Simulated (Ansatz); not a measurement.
**Ni and the effect of the fixed moment of the cell**

The structure is hexagonal, space group P6_3/mmc (No. 194). The conventional cell has a = 2.448 Å, b = 2.448 Å, c = 4.073 Å, α = 90.00°, β = 90.00°, γ = 120.00°. Ni (site symmetry -6m2) is surrounded by 12 Ni at 2.45 to 2.48 Å.

This isn't the form of Ni at room conditions, which is fcc.

Kept alike: task single point; functional PBEsol; k mesh 10 × 10 × 6; occupations fermi-dirac, width 0.05 eV. Program: Ansatz, Ansatz PAW, cutoff 420 eV. The mesh is that of the run's cell of 2 atoms. No spin-orbit coupling.

| run | pressure (GPa) | largest site moment (μB) | free energy over the lowest row (meV/atom) |
| --- | --- | --- | --- |
| A | 8.69 | 1.42 | 575.26 |
| B | 3.59 | 1.22 | 260.31 |
| C | -3.70 | 0.53 | 8.40 |
| D | 25.11 | 1.80 | 1677.55 |
| E | -4.18 | 0.27 | 35.24 |
| F | -4.31 | 0.00 | 45.88 |
| G | 0.13 | 1.01 | 88.84 |
| H | -2.43 | 0.78 | 0.00 |

Pressure is positive in compression, with a Pulay correction for the finite cutoff. For a metal such a mesh leaves the last digits unconverged. The runs hold the magnetic state that their start led to, which needn't be the lowest. Site moments count inside each atom's sphere or projector. All rows use potentials made for PBE.

The runs differ in the fixed moment of the cell alone: 0; 0.5; 1; 1.5; 2; 2.5; 3; 4 μB. Which run is which?

Run A is 3 μB; run B is 2.5 μB; run C is 1 μB; run D is 4 μB; run E is 0.5 μB; run F is 0 μB; run G is 2 μB; run H is 1.5 μB. The pressure rises from -4.31 to 25.11 GPa between 0 and 4 μB. The largest site moment rises from 0.00 to 1.80 μB between 0 and 4 μB. The free energy is lowest at 1.5, and 1677.55 meV an atom higher at 4.

At this fixed geometry hcp Ni gains energy by polarising: the state with zero moment lies 45.88 meV/atom above the lowest row, as expected for a Stoner ferromagnet with a high density of 3d states at the Fermi level. The energies on either side of 1.5 μB suggest that the unconstrained moment lies between 1 and 1.5 μB per cell, in line with the known weak moment of Ni.

Beyond this the cost climbs steeply, because the majority 3d band is nearly full. A larger moment must then move electrons from minority d states into majority states of mostly sp character at higher energy. This weakens the bonding and probably drives the rise in pressure, the usual magnetovolume effect. At the largest moments the site values fall below an equal share of the cell moment, which fits polarisation spreading into the more diffuse states.

The near-zero pressure at 2 μB therefore doesn't mark equilibrium; at the favoured moment the cell would tend to contract.
